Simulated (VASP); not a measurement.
# Ti in VASP: single point with LDA

Aim: the single point of Ti with LDA.

Everything below comes from runs of VASP 6.6.1. Logs are shortened: lines on timing, memory, paths and dates and some standing lists are left out, and cuts for length are marked.

## Step 1: The structure

The cell holds a slab with vacuum, 4 atoms: a = 2.862 Å, b = 2.862 Å, c = 28.296 Å, α = 90.00°, β = 90.00°, γ = 120.00°.

The cell was built by a generator and needn't be a form met in nature.

## Step 2: Single point, LDA

Input file INCAR:

```
PREC = Accurate ; ENCUT = 520
EDIFF = 1E-7 ; ISMEAR = 1
SIGMA = 0.1 ; LREAL = False
LASPH = True ; NELM = 100
ALGO = Fast ; ISIF = 2
LWAVE = False ; LCHARG = False
LDIPOL = True ; IDIPOL = 3
DIPOL = 0.5 0.5 0.329 ; NBANDS = 32
```

Input file KPOINTS:

```
Automatic mesh
0
Gamma
  15 15 1
```

Input file POSCAR:

```
Ti
1.0
    2.8621935680      0.0000000000      0.0000000000
   -1.4310967840      2.4787323405      0.0000000000
    0.0000000000      0.0000000000     28.2961272063
Ti
4
Direct
    0.3333333333      0.6666666667      0.2120431519
    0.6666666667      0.3333333333      0.2867599321
    0.3333333333      0.6666666667      0.3698228512
    0.6666666667      0.3333333333      0.4470961742
```

Potentials or basis: VASP PAW LDA potentials, release 64 (Ti_sv).

Command:

```console
cat potpaw_LDA.64/Ti_sv/POTCAR > POTCAR
mpirun -np 1 vasp_std > vasp.out
```

OUTCAR:

```text
PREC = Accurate
   ENCUT = 520
   EDIFF = 1E-7
   ISMEAR = 1
   LREAL = False
   LASPH = True
   NELM = 100
   ISIF = 2

 ion  position               nearest neighbor table
   1  0.333  0.667  0.212-   2 2.68   2 2.68   2 2.68
   2  0.667  0.333  0.287-   1 2.68   1 2.68   1 2.68   3 2.87   3 2.87   3 2.87
   3  0.333  0.667  0.370-   4 2.74   4 2.74   4 2.74   2 2.87   2 2.87   2 2.87
   4  0.667  0.333  0.447-   3 2.74   3 2.74   3 2.74

  LATTYP: Found a hexagonal cell.
 ALAT       =     2.8621935680
 C/A-ratio  =     9.8861682601

  Lattice vectors:

 A1 = (   2.8621935680,   0.0000000000,   0.0000000000)
 A2 = (  -1.4310967840,   2.4787323405,   0.0000000000)
 A3 = (   0.0000000000,   0.0000000000,  28.2961272063)

Analysis of symmetry for initial positions (statically):
=====================================================================
 Subroutine PRICEL returns:
 Original cell was already a primitive cell.

 Routine SETGRP: Setting up the symmetry group for a
 hexagonal supercell.

 Subroutine GETGRP returns: Found  6 space group operations
 (whereof  6 operations were pure point group operations)
 out of a pool of 24 trial point group operations.

The static configuration has the point symmetry C_3v.

Analysis of symmetry for dynamics (positions and initial velocities):
=====================================================================
 Subroutine PRICEL returns:
 Original cell was already a primitive cell.

 Routine SETGRP: Setting up the symmetry group for a
 hexagonal supercell.

 Subroutine GETGRP returns: Found  6 space group operations
 (whereof  6 operations were pure point group operations)
 out of a pool of 24 trial point group operations.

The dynamic configuration has the point symmetry C_3v.

 Subroutine INISYM returns: Found  6 space group operations
 (whereof  6 operations are pure point group operations),
 and found     1 'primitive' translations

----------------------------------------------------------------------------------------

                                     Primitive cell

  volume of cell :     200.7500

  direct lattice vectors                    reciprocal lattice vectors
     2.862193568  0.000000000  0.000000000     0.349382380  0.201716011  0.000000000
    -1.431096784  2.478732341  0.000000000     0.000000000  0.403432022  0.000000000
     0.000000000  0.000000000 28.296127206     0.000000000  0.000000000  0.035340525

  length of vectors
[... 96 lines left out ...]
   PSTRESS=    0.0 pullay stress
   NELECT =      48.0000    total number of electrons
   NUPDOWN=      -1.0000    fix difference up-down
   EMIN   =  10.00;   EMAX   =-10.00  energy-range for DOS
   EFERMI =   0.00;   METHOD = LEGACY
   ISMEAR =     1;   SIGMA  =   0.10  broadening in eV -4-tet -1-fermi 0-gaus
   EFERMI_NEDOS =   21; number of points for ismear=-14 and -15
   IALGO  =     68    algorithm
   IMIX   =      4    mixing-type and parameters
     AMIX     =   0.40;   BMIX     =  1.00
     AMIX_MAG =   1.60;   BMIX_MAG =  1.00
  volume/ion in A,a.u.               =      50.19       338.68
  Fermi-wavevector in a.u.,A,eV,Ry     =   1.016101  1.920152 14.047476  1.032460
  Thomas-Fermi vector in A             =   2.149425
   LORBIT       =      0    0 simple, 1 ext, 2 COOP (PROOUT), +10 PAW based schemes
   GGA     = CA    functional components
   LHFCALC =     F    Hartree Fock is set to
   AEXX    =    0.0000 exact exchange contribution
   IVDW    =     0    specifies the selected vdW correction
   LEPSILON=     F    determine dielectric tensor
   LRPA    =     F    only Hartree local field effects (RPA)
 non-spin polarized calculation
 RMM-DIIS sequential band-by-band and
 Methfessel and Paxton  Order N= 1 SIGMA  =   0.10
  energy-cutoff  :      520.00
  volume of cell :      200.75
 maximum number of plane-waves:      5457
 NGX is ok and might be reduce to    24
   NGX = 11   NGY = 11   NGZ =105

 dipolmoment           0.000000      0.000000     -0.039920 electrons x Angstroem

 number of electron      48.0000008 magnetization

 dipolmoment           0.000000      0.000000      0.002277 electrons x Angstroem

 Free energy of the ion-electron system (eV)
  ---------------------------------------------------
  ext. energy  EPLUGINS =         0.00000000
  ---------------------------------------------------
  free energy    TOTEN  =       -32.20653757 eV

  energy without entropy =      -32.20681538  energy(sigma->0) =      -32.20663017

 E-fermi :  -0.2386     XC(G=0):  -4.6471

 val. band max:       -0.2395115088   @ k =   0.1333  -0.0000   0.0000
 cond. band min:      -0.2151320998   @ k =   0.3333   0.0000   0.0000
 fundamental gap:      0.0243794089
 Fermi energy:        -0.2386467719

 k-point     1 :       0.0000    0.0000    0.0000
  band No.  band energies     occupation
      1     -56.3786      2.00000
      2     -56.3490      2.00000
      3     -56.1315      2.00000
      4     -56.0481      2.00000
      5     -33.3270      2.00000
      6     -33.2128      2.00000
[... 829 lines left out ...]
     31       2.0167      0.00000
     32       2.6918      0.00000

 [... further k-points ...]

------------------------ aborting loop because EDIFF is reached ----------------------------------------

 vacuum level on the upper side and lower side of the slab       (xc-potential included)        -0.065        -0.119

  FORCE on cell =-STRESS in cart. coord.  units (eV):
  Direction    XX          YY          ZZ          XY          YZ          ZX
  --------------------------------------------------------------------------------------
  -------------------------------------------------------------------------------------
  Total       -1.0520851     -1.0520851     -0.8284998      0.0000000      0.0000000     -0.0000000
  in kB       -8.3966454     -8.3966454     -6.6122208      0.0000000      0.0000000     -0.0000000
  external PRESSURE =      -7.8018372 kB  Pullay stress =       0.0000000 kB

 VOLUME and BASIS-vectors are now :
 -----------------------------------------------------------------------------
  energy-cutoff  :      520.00
  volume of cell :      200.75
      direct lattice vectors                 reciprocal lattice vectors
     2.862193568  0.000000000  0.000000000     0.349382380  0.201716011  0.000000000
    -1.431096784  2.478732341  0.000000000     0.000000000  0.403432022  0.000000000
     0.000000000  0.000000000 28.296127206     0.000000000  0.000000000  0.035340525

 POSITION                                       TOTAL-FORCE (eV/Angst)
 -----------------------------------------------------------------------------------
     -0.00000      1.65249      6.00000         0.000000     -0.000000      0.013811
      1.43110      0.82624      8.11420        -0.000000      0.000000     -0.036777
     -0.00000      1.65249     10.46455        -0.000000     -0.000000      0.395056
      1.43110      0.82624     12.65109         0.000000     -0.000000     -0.372090
 -----------------------------------------------------------------------------------
    total drift:                                0.000000      0.000000     -0.000100

  FREE ENERGIE OF THE ION-ELECTRON SYSTEM (eV)
  ---------------------------------------------------
  free  energy   TOTEN  =       -32.2065375709 eV

  energy  without entropy=      -32.2068153762  energy(sigma->0) =      -32.20663017

 vacuum level on the upper side and lower side of the slab         4.431         4.376
```

stdout:

```text
POSCAR found type information on POSCAR Ti
 POSCAR found :  1 types and       4 ions
[... 41 lines left out ...]
 num prob  num prob  num prob  num prob  num prob  num prob  num prob  num prob  num prob  num prob  num prob  num prob  num prob  num prob  num prob  num prob  num prob  num prob RMM:  57    -0.322065349716E+02   -0.68279E-06   -0.78018E-06  2184   0.101E-02    0.556E-03
 num prob  num prob  num prob  num prob  num prob  num prob  num prob  num prob  num prob  num prob  num prob  num prob  num prob  num prob  num prob  num prob  num prob  num prob  num prob  num prob  num prob  num prob  num prob  num prob RMM:  58    -0.322065353700E+02   -0.39840E-06   -0.55503E-06  2296   0.964E-03    0.533E-03
WARNING in EDDRMM: call to ZHEGV failed, returncode =   8  4     19
 nu
```

Run time: 18 min. Hardware: 1 thread of Intel Xeon Platinum 8488C (Sapphire Rapids), shared host; peak memory 0.31 GiB.

What came out:

| Quantity | Value |
| --- | --- |
| Free energy | -32.2065 eV |
| Largest force | 0.395 eV/Å |
| Band gap on the k mesh | none (metal or under the smearing width) |

Forces on the atoms (eV/Å):
```
Ti   0.000  0.000  0.014
Ti   0.000  0.000 -0.037
Ti   0.000  0.000  0.395
Ti   0.000  0.000 -0.372
```

Levels at points of the mesh, in eV from the Fermi level:
```
           k point  band 22  band 23  band 24  band 25  band 26  band 27
(0.00, 0.00, 0.00)    -0.06     0.56     0.62     0.62     0.70     0.70
```
